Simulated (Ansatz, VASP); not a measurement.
## One calculation of BN, two programs

```xyz
4
Lattice="2.6312 0.0000 0.0000 -1.3156 2.2787 0.0000 0.0000 0.0000 4.0978" Properties=species:S:1:pos:R:3 pbc="T T T"
B     1.3156    0.7596    4.0970
B     0.0000    1.5191    2.0481
N     1.3156    0.7596    2.5619
N     0.0000    1.5191    0.5130
```

Change from the starting cell: strain +0.030 along x and y, -0.030 along z, atoms carried along.

Alike in both runs: task single point; functional PBE; k mesh 12 × 12 × 6; occupations gaussian, width 0.05 eV; no spin polarisation.

|  | VASP | Ansatz |
| --- | --- | --- |
| version | VASP 6.6.1 | Ansatz 0.2.0 |
| potentials or method | VASP PAW PBE potentials, release 64 (B, N) | scalar-relativistic, plane waves, PAW |
| plane-wave cutoff (eV) | 520 | 420 |
| valence electrons in the cell | 16 | 16 |

|  | VASP | Ansatz | Ansatz less VASP |
| --- | --- | --- | --- |
| gap on the k mesh at the Fermi level (eV) | 5.43 | 5.45 | +0.017 |
| least direct gap on the mesh (eV) | 7.58 | 7.59 | +0.008 |
| pressure (GPa) | -8.0 | -8.2 | -0.15 |
| largest component of the traceless stress (GPa) | 36.54 | 36.31 | -0.229 |
| rms of the force components (eV/Å) | 0.086 | 0.080 | -0.0060 |

Atom by atom the forces differ by 0.006 eV/Å (rms over components).

A k mesh can miss the band edges.
